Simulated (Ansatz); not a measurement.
Crystal: Bi.

```xyz
4
Lattice="-4.4497 4.4497 2.0656 4.4497 -4.4497 2.0656 4.4497 4.4497 -2.0656" Properties=species:S:1:pos:R:3 pbc="T T T"
Bi    3.1535    1.2963    0.0000
Bi    1.2963    3.1535    2.0656
Bi    1.2963    5.7460    0.0000
Bi    3.1535   -1.2963    2.0656
```

This isn't the form of Bi at room conditions, which is rhombohedral.

Base run:

- Program: Ansatz 0.2.0
- Functional: LDA
- Potentials or basis: all-electron LAPW, scalar-relativistic
- Cutoff: 161 eV (chosen from the basis error)
- Basis error allowed: 0.002 eV/atom
- k mesh: 7 × 7 × 7
- Occupations: fermi-dirac, width 0.05 eV
- Spin: no spin polarisation

Its results: pressure -2.8 GPa; largest force 0.157 eV/Å.

**Question.** The run is repeated on the same cell with these changes: functional from LDA to PBEsol. What comes out?

**Answer.** Pressure -1.8 GPa; largest force 0.121 eV/Å.

PBEsol binds less tightly than LDA, so the same cell stands under more pressure.
